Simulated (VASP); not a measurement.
Runs of VASP 6.6.1 on AlP. The structure is cubic, space group F-43m (No. 216). Conventional cell: a = 5.284 Å, b = 5.284 Å, c = 5.284 Å, α = 90.00°, β = 90.00°, γ = 90.00°. Al (site symmetry -43m) has 4 P at 2.29 Å as nearest neighbours. P (site symmetry -43m) is surrounded by 4 Al at 2.29 Å. 

```tsv
task	cell	k mesh	cutoff (eV)	smearing	target pressure	gap on the mesh (eV)	pressure (GPa)
single point	F-43m, 18.44 Å³/atom	8 × 8 × 8	520	gaussian 0.01 eV	-	1.24	(a)
relaxation of cell and atoms	relaxed	8 × 8 × 8	600	gaussian 0.02 eV	-	1.42	0.0
single point	F-43m, 20.06 Å³/atom	8 × 8 × 8	520	gaussian 0.02 eV	-	1.41	0.0
relaxation of cell and atoms	relaxed to 9 GPa	10 × 10 × 10	600	gaussian 0.01 eV	9 GPa	1.24	9.0
single point	cell and atoms relaxed tightly for response	8 × 8 × 8	520	gaussian 0.01 eV	-	1.41	0.1
```

Alike in all rows: level LDA; potentials or basis VASP PAW LDA potentials, release 64 (Al, P); no spin polarisation.

Problem. Fill in the values left out.

Solution. (a) 9.1.

Caveats: the cell is relaxed towards a set pressure, so the enthalpy falls and the energy may rise (some runs).

A k mesh can miss the band edges.
